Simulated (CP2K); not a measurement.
# CdTe (F-43m) in CP2K: settings compared, part 2 of 2

CP2K 2026.2.

## (4) Band structure, vdW-DF2

cdte_bands.inp

```
&GLOBAL
  PROJECT cdte_bands
  RUN_TYPE ENERGY_FORCE
  PRINT_LEVEL LOW
&END GLOBAL
&FORCE_EVAL
  METHOD QS
  STRESS_TENSOR ANALYTICAL
  &DFT
    BASIS_SET_FILE_NAME BASIS_MOLOPT_UZH
    POTENTIAL_FILE_NAME POTENTIAL_UZH
    &MGRID
      CUTOFF 675
      REL_CUTOFF 60
      NGRIDS 4
    &END MGRID
    &QS
      METHOD GPW
      EPS_DEFAULT 1.0E-10
    &END QS
    &KPOINTS
      SCHEME MONKHORST-PACK 7 7 7
      GAMMA_CENTERED T
      SYMMETRY T
      SYMMETRY_BACKEND SPGLIB
    &END KPOINTS
    &SCF
      SCF_GUESS ATOMIC
      EPS_SCF 1.0E-6
      MAX_SCF 100
      ADDED_MOS 10
      CHOLESKY OFF
      EPS_EIGVAL 1.0E-7
      &DIAGONALIZATION ON
        ALGORITHM STANDARD
      &END DIAGONALIZATION
      &MIXING ON
        METHOD BROYDEN_MIXING
        ALPHA 0.4
        BETA 1.5
        NBUFFER 8
      &END MIXING
      &SMEAR ON
        METHOD FERMI_DIRAC
        ELECTRONIC_TEMPERATURE [K] 580.226
      &END SMEAR
    &END SCF
    &XC
      &XC_FUNCTIONAL
        &GGA_X_RPW86
        &END GGA_X_RPW86
        &LDA_C_PW
        &END LDA_C_PW
      &END XC_FUNCTIONAL
      &VDW_POTENTIAL
        POTENTIAL_TYPE NON_LOCAL
        &NON_LOCAL
          TYPE LMKLL
          KERNEL_FILE_NAME vdW_kernel_table.dat
          CUTOFF 300
        &END NON_LOCAL
      &END VDW_POTENTIAL
    &END XC
    &PRINT
      &KPOINTS ON
      &END KPOINTS
      &MULLIKEN ON
      &END MULLIKEN
      &MO ON
        ENERGIES T
        OCCUPATION_NUMBERS T
        &EACH
          QS_SCF 0
        &END EACH
        ADD_LAST NUMERIC
      &END MO
      &BAND_STRUCTURE
        FILE_NAME bands.bs
        ADDED_MOS 6
        &KPOINT_SET
          UNITS B_VECTOR
          NPOINTS 6
          SPECIAL_POINT GAMMA 0.00000000 0.00000000 0.00000000
          SPECIAL_POINT X 0.50000000 0.00000000 0.50000000
          SPECIAL_POINT W 0.50000000 0.25000000 0.75000000
          SPECIAL_POINT K 0.37500000 0.37500000 0.75000000
          SPECIAL_POINT GAMMA 0.00000000 0.00000000 0.00000000
          SPECIAL_POINT L 0.50000000 0.50000000 0.50000000
          SPECIAL_POINT U 0.62500000 0.25000000 0.62500000
          SPECIAL_POINT W 0.50000000 0.25000000 0.75000000
          SPECIAL_POINT L 0.50000000 0.50000000 0.50000000
          SPECIAL_POINT K 0.37500000 0.37500000 0.75000000
        &END KPOINT_SET
        &KPOINT_SET
          UNITS B_VECTOR
          NPOINTS 6
          SPECIAL_POINT U 0.62500000 0.25000000 0.62500000
          SPECIAL_POINT X 0.50000000 0.00000000 0.50000000
        &END KPOINT_SET
      &END BAND_STRUCTURE
    &END PRINT
  &END DFT
  &SUBSYS
    &CELL
      A 4.5325544674 0.0000000000 0.0000000000
      B 2.2662772337 3.9253073128 0.0000000000
      C 2.2662772337 1.3084357709 3.7008152255
      PERIODIC XYZ
    &END CELL
    &COORD
      Te  6.7988317011 3.9253073128 2.7756114191
      Cd  0.0000000000 0.0000000000 0.0000000000
    &END COORD
    &KIND Te
      BASIS_SET TZVP-MOLOPT-PBE-GTH-q6
      POTENTIAL GTH-PBE-q6
    &END KIND
    &KIND Cd
      BASIS_SET TZVP-MOLOPT-PBE-GTH-q12
      POTENTIAL GTH-PBE-q12
    &END KIND
    &PRINT
      &ATOMIC_COORDINATES ON
      &END ATOMIC_COORDINATES
      &CELL ON
      &END CELL
      &SYMMETRY ON
      &END SYMMETRY
    &END PRINT
  &END SUBSYS
  &PRINT
    &FORCES ON
    &END FORCES
    &STRESS_TENSOR ON
    &END STRESS_TENSOR
  &END PRINT
&END FORCE_EVAL
```

Started as:

```
$ OMP_NUM_THREADS=1 cp2k.psmp -i cdte_bands.inp -o cdte_bands.out
```

Wall time 30 s (1 thread of Arm Neoverse V1, shared host); peak memory 0.52 GiB.

The run converged. Its results:

```yaml
Free_energy: -1485.4517 eV
Pressure: 8.5 GPa
Band_gap_on_the_k_mesh: 0.88 eV, direct
Band_gap_along_the_path: 0.88 eV, direct
Mulliken_charges: Te -0.43; Cd +0.43 e
```

Levels at the corners of the path, in eV from the valence-band top:
```
point  band 6  band 7  band 8  band 9  band 10  band 11  band 12  band 13
    Γ   -8.33    0.00    0.00    0.00     0.88     4.97     4.97     4.97
    X   -7.79   -4.35   -1.90   -1.90     2.66     2.79     9.07     9.75
    W   -7.71   -4.22   -2.38   -2.26     4.43     4.75     5.98     6.55
    K   -7.74   -4.24   -2.63   -1.58     3.02     4.65     7.70     7.87
    Γ   -8.33    0.00    0.00    0.00     0.88     4.97     4.97     4.97
    L   -7.94   -4.50   -0.79   -0.79     1.97     5.43     5.43     7.25
    U   -7.74   -4.24   -2.63   -1.58     3.02     4.65     7.70     7.87
    W   -7.71   -4.22   -2.38   -2.26     4.43     4.75     5.98     6.55
    L   -7.94   -4.50   -0.79   -0.79     1.97     5.43     5.43     7.25
    K   -7.74   -4.24   -2.63   -1.58     3.02     4.65     7.70     7.87
    U   -7.74   -4.24   -2.63   -1.58     3.02     4.65     7.70     7.87
    X   -7.79   -4.35   -1.90   -1.90     2.66     2.79     9.07     9.75
```

Caveat: Mulliken charges move with the basis; the potentials were made for another functional, which shifts forces and pressure; spin-orbit coupling is left out, which moves the levels of the heavy elements; the basis of atomic orbitals isn't converged, which shifts pressures, moduli and gaps.

## (5) Band structure, BLYP

cdte_bands.inp: that of step 4 with these lines changed.

```diff
@@ -49,15 +49,7 @@
       &XC_FUNCTIONAL
-        &GGA_X_RPW86
-        &END GGA_X_RPW86
-        &LDA_C_PW
-        &END LDA_C_PW
+        &GGA_X_B88
+        &END GGA_X_B88
+        &GGA_C_LYP
+        &END GGA_C_LYP
       &END XC_FUNCTIONAL
-      &VDW_POTENTIAL
-        POTENTIAL_TYPE NON_LOCAL
-        &NON_LOCAL
-          TYPE LMKLL
-          KERNEL_FILE_NAME vdW_kernel_table.dat
-          CUTOFF 300
-        &END NON_LOCAL
-      &END VDW_POTENTIAL
     &END XC
```

Started as:

```
$ OMP_NUM_THREADS=1 cp2k.psmp -i cdte_bands.inp -o cdte_bands.out
```

It took 30 s on 1 thread of Arm Neoverse V1, shared host; peak memory 0.41 GiB.

The run converged. Its results:

| Item | Value |
| --- | --- |
| Free energy | -1473.9783 eV |
| Pressure | 7.6 GPa |
| Band gap on the k mesh | 0.89 eV, direct |
| Band gap along the path | 0.89 eV, direct |
| Mulliken charges | Te -0.54; Cd +0.54 e |

Levels at the corners of the path, in eV from the valence-band top:
```
point  band 5  band 6  band 7  band 8  band 9  band 10  band 11  band 12  band 13  band 14
    Γ   -8.26   -8.26    0.00    0.00    0.00     0.89     4.85     4.85     4.85     9.52
    X   -8.23   -7.73   -4.43   -1.94   -1.94     2.73     2.77     9.19     9.75     9.75
    W   -8.26   -7.64   -4.31   -2.41   -2.29     4.40     4.86     5.94     6.56    10.25
    K   -8.24   -7.68   -4.33   -2.65   -1.61     3.03     4.69     7.72     7.85     8.37
    Γ   -8.26   -8.26    0.00    0.00    0.00     0.89     4.85     4.85     4.85     9.52
    L   -8.25   -7.88   -4.56   -0.81   -0.81     1.93     5.39     5.39     7.46     9.98
    U   -8.24   -7.68   -4.33   -2.65   -1.61     3.03     4.69     7.72     7.85     8.37
    W   -8.26   -7.64   -4.31   -2.41   -2.29     4.40     4.86     5.94     6.56    10.25
    L   -8.25   -7.88   -4.56   -0.81   -0.81     1.93     5.39     5.39     7.46     9.98
    K   -8.24   -7.68   -4.33   -2.65   -1.61     3.03     4.69     7.72     7.85     8.37
    U   -8.24   -7.68   -4.33   -2.65   -1.61     3.03     4.69     7.72     7.85     8.37
    X   -8.23   -7.73   -4.43   -1.94   -1.94     2.73     2.77     9.19     9.75     9.75
```

Caveat: Mulliken charges move with the basis; the potentials were made for another functional, which shifts forces and pressure; spin-orbit coupling is left out, which moves the levels of the heavy elements; the basis of atomic orbitals isn't converged, which shifts pressures, moduli and gaps.

## (6) Band structure, RPBE

cdte_bands.inp: that of step 5 with these lines changed.

```diff
@@ -49,6 +49,6 @@
       &XC_FUNCTIONAL
-        &GGA_X_B88
-        &END GGA_X_B88
-        &GGA_C_LYP
-        &END GGA_C_LYP
+        &GGA_X_RPBE
+        &END GGA_X_RPBE
+        &GGA_C_PBE
+        &END GGA_C_PBE
       &END XC_FUNCTIONAL
```

Potentials or basis: POTENTIAL_UZH Te GTH-PBE-q6, Cd GTH-PBE-q12; TZVP-MOLOPT-PBE-GTH basis.

Started as:

```
$ OMP_NUM_THREADS=1 cp2k.psmp -i cdte_bands.inp -o cdte_bands.out
```

Run time: 28 s. Hardware: 1 thread of Arm Neoverse V1, shared host; peak memory 0.41 GiB.

The run converged. Its results:

```
Free energy             : -1477.4316 eV
Pressure                : 6.1 GPa
Band gap on the k mesh  : 1.01 eV, direct
Band gap along the path : 1.01 eV, direct
Mulliken charges        : Te -0.71; Cd +0.71 e
```

Levels at the corners of the path, in eV from the valence-band top:
| point | band 5 | band 6 | band 7 | band 8 | band 9 | band 10 | band 11 | band 12 | band 13 | band 14 |
| --- | --- | --- | --- | --- | --- | --- | --- | --- | --- | --- |
| Γ | -8.17 | -8.17 | 0.00 | 0.00 | 0.00 | 1.01 | 4.86 | 4.86 | 4.86 | 9.59 |
| X | -8.13 | -7.63 | -4.42 | -1.95 | -1.95 | 2.76 | 2.79 | 9.27 | 9.84 | 9.84 |
| W | -8.17 | -7.54 | -4.30 | -2.42 | -2.30 | 4.45 | 4.88 | 6.00 | 6.54 | 10.37 |
| K | -8.15 | -7.58 | -4.32 | -2.66 | -1.62 | 3.05 | 4.73 | 7.75 | 7.88 | 8.45 |
| Γ | -8.17 | -8.17 | 0.00 | 0.00 | 0.00 | 1.01 | 4.86 | 4.86 | 4.86 | 9.59 |
| L | -8.16 | -7.78 | -4.56 | -0.82 | -0.82 | 2.00 | 5.39 | 5.39 | 7.53 | 10.05 |
| U | -8.15 | -7.58 | -4.32 | -2.66 | -1.62 | 3.05 | 4.73 | 7.75 | 7.88 | 8.45 |
| W | -8.17 | -7.54 | -4.30 | -2.42 | -2.30 | 4.45 | 4.88 | 6.00 | 6.54 | 10.37 |
| L | -8.16 | -7.78 | -4.56 | -0.82 | -0.82 | 2.00 | 5.39 | 5.39 | 7.53 | 10.05 |
| K | -8.15 | -7.58 | -4.32 | -2.66 | -1.62 | 3.05 | 4.73 | 7.75 | 7.88 | 8.45 |
| U | -8.15 | -7.58 | -4.32 | -2.66 | -1.62 | 3.05 | 4.73 | 7.75 | 7.88 | 8.45 |
| X | -8.13 | -7.63 | -4.42 | -1.95 | -1.95 | 2.76 | 2.79 | 9.27 | 9.84 | 9.84 |

Caveat: Mulliken charges move with the basis; the potentials were made for another functional, which shifts forces and pressure; spin-orbit coupling is left out, which moves the levels of the heavy elements; the basis of atomic orbitals isn't converged, which shifts pressures, moduli and gaps.

## (7) Band structure, MS2

cdte_bands.inp: that of step 6 with these lines changed.

```diff
@@ -49,6 +49,6 @@
       &XC_FUNCTIONAL
-        &GGA_X_RPBE
-        &END GGA_X_RPBE
-        &GGA_C_PBE
-        &END GGA_C_PBE
+        &MGGA_X_MS2
+        &END MGGA_X_MS2
+        &GGA_C_REGTPSS
+        &END GGA_C_REGTPSS
       &END XC_FUNCTIONAL
```

Started as:

```
$ OMP_NUM_THREADS=1 cp2k.psmp -i cdte_bands.inp -o cdte_bands.out
```

Run time: 64 s. Hardware: 1 thread of Arm Neoverse V1, shared host; peak memory 0.42 GiB.

It converged, with:

```yaml
Free_energy: -1472.4162 eV
Pressure: 3.7 GPa
Band_gap_on_the_k_mesh: 1.17 eV, direct
Band_gap_along_the_path: 1.17 eV, direct
Mulliken_charges: Te -0.61; Cd +0.61 e
```

Levels at the corners of the path, in eV from the valence-band top:
```tsv
point	band 6	band 7	band 8	band 9	band 10	band 11	band 12	band 13
Γ	-7.91	0.00	0.00	0.00	1.17	5.12	5.12	5.12
X	-7.44	-4.51	-2.03	-2.03	2.79	2.94	9.42	10.14
W	-7.35	-4.39	-2.49	-2.39	4.68	4.91	6.26	6.71
K	-7.39	-4.41	-2.75	-1.68	3.17	4.86	7.94	8.19
Γ	-7.91	0.00	0.00	0.00	1.17	5.12	5.12	5.12
L	-7.57	-4.69	-0.85	-0.85	2.17	5.63	5.63	7.41
U	-7.39	-4.41	-2.75	-1.68	3.17	4.86	7.94	8.19
W	-7.35	-4.39	-2.49	-2.39	4.68	4.91	6.26	6.71
L	-7.57	-4.69	-0.85	-0.85	2.17	5.63	5.63	7.41
K	-7.39	-4.41	-2.75	-1.68	3.17	4.86	7.94	8.19
U	-7.39	-4.41	-2.75	-1.68	3.17	4.86	7.94	8.19
X	-7.44	-4.51	-2.03	-2.03	2.79	2.94	9.42	10.14
```

Caveat: Mulliken charges move with the basis; the potentials were made for another functional, which shifts forces and pressure; spin-orbit coupling is left out, which moves the levels of the heavy elements; the basis of atomic orbitals isn't converged, which shifts pressures, moduli and gaps.

## (8) Overview

```csv
level,cutoff of the non-local correlation (Ry),gap on the mesh (eV),pressure (GPa)
PBE,-,0.88,4.9
LDA,-,0.61,1.9
vdW-DF2,300,0.88,8.5
BLYP,-,0.89,7.6
RPBE,-,1.01,6.1
MS2,-,1.17,3.7
```

Alike in all rows: task band structure; potentials or basis POTENTIAL_UZH Te GTH-PBE-q6, Cd GTH-PBE-q12; TZVP-MOLOPT-PBE-GTH basis; no spin polarisation; cell as given; k mesh 7 × 7 × 7; smearing fermi-dirac 0.05 eV.

Caveats: spin-orbit coupling is left out, which moves the levels of the heavy elements; the basis of atomic orbitals isn't converged, which shifts pressures, moduli and gaps; the potentials were made for another functional, which shifts forces and pressure (some runs).

Absolute energies hang on the potentials; compare differences alone.

## (9) Comparison with measurements

Step 2. Against the measured gap of CdTe, 1.607 eV (0 K; a printed reference work, data compilation), the calculated 0.88 eV is off by -0.73 eV. Spin-orbit coupling on Cd, Te is left out. The value is that of PBE in an atomic basis (POTENTIAL_UZH Te GTH-PBE-q6, Cd GTH-PBE-q12; TZVP-MOLOPT-PBE-GTH basis), whose error adds to the functional's,, without temperature or zero-point motion. Semilocal functionals fall short of measured gaps as a rule.

Step 3. Measured gap of CdTe: 1.607 eV (0 K; a printed reference work, data compilation). This calculation gives 0.61 eV (-1.00 eV). So large a miss can be the level of theory's own, or it may mean another phase, state or a wrong row. Spin-orbit coupling on Cd, Te is left out. The value is that of LDA in an atomic basis (POTENTIAL_UZH Te GTH-PBE-q6, Cd GTH-PBE-q12; TZVP-MOLOPT-PBE-GTH basis), whose error adds to the functional's,, without temperature or zero-point motion. Semilocal functionals fall short of measured gaps as a rule.

Step 4. A measured gap of CdTe is 1.607 eV (0 K; a printed reference work, data compilation); the calculated 0.88 eV misses it by -0.72 eV. Spin-orbit coupling on Cd, Te is left out. The value is that of vdW-DF2 in an atomic basis (POTENTIAL_UZH Te GTH-PBE-q6, Cd GTH-PBE-q12; TZVP-MOLOPT-PBE-GTH basis), whose error adds to the functional's,, without temperature or zero-point motion.

Step 5. A measured gap of CdTe is 1.607 eV (0 K; a printed reference work, data compilation); the calculated 0.89 eV misses it by -0.72 eV. Spin-orbit coupling on Cd, Te is left out. The value is that of BLYP in an atomic basis (POTENTIAL_UZH Te GTH-PBE-q6, Cd GTH-PBE-q12; TZVP-MOLOPT-PBE-GTH basis), whose error adds to the functional's,, without temperature or zero-point motion. Semilocal functionals fall short of measured gaps as a rule.

Step 6. A measured gap of CdTe is 1.607 eV (0 K; a printed reference work, data compilation); the calculated 1.01 eV misses it by -0.60 eV. Spin-orbit coupling on Cd, Te is left out. The value is that of RPBE in an atomic basis (POTENTIAL_UZH Te GTH-PBE-q6, Cd GTH-PBE-q12; TZVP-MOLOPT-PBE-GTH basis), whose error adds to the functional's,, without temperature or zero-point motion. Semilocal functionals fall short of measured gaps as a rule.

Step 7. A measured gap of CdTe is 1.607 eV (0 K; a printed reference work, data compilation); the calculated 1.17 eV misses it by -0.44 eV. Spin-orbit coupling on Cd, Te is left out. The value is that of MS2 in an atomic basis (POTENTIAL_UZH Te GTH-PBE-q6, Cd GTH-PBE-q12; TZVP-MOLOPT-PBE-GTH basis), whose error adds to the functional's,, without temperature or zero-point motion.
